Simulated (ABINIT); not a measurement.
Crystal: BN.

```
CELL_PARAMETERS angstrom
0.00000 1.81300 1.81300
1.81300 0.00000 1.81300
1.81300 1.81300 0.00000
ATOMIC_POSITIONS crystal
N 0.25000 0.25000 0.25000
B 0.00000 0.00000 0.00000
```

The cell is a database's computed one.

Base run:

- Program: ABINIT 10.8.3 (patched build)
- Functional: PW91
- Potentials or basis: JTH PAW PBE v2.0
- Cutoff: 844 eV
- k mesh: 13 × 13 × 13
- Occupations: fermi-dirac, width 0.05 eV
- Spin: no spin polarisation

Its results: band gap on the k mesh 4.57 eV, indirect (least direct gap 8.79 eV); pressure -1.4 GPa.

Problem. The run is repeated on the same cell with these changes: functional from PW91 to WC. What comes out?

Solution. Band gap on the k mesh 4.39 eV, indirect (least direct gap 8.73 eV); pressure -6.3 GPa.

WC binds more tightly than PW91, so the same cell stands under less pressure.

Caveats: the PAW data sets were made with another functional, which shifts forces and pressure a little; an odd mesh through Γ misses points on the zone boundary, where band edges often lie.
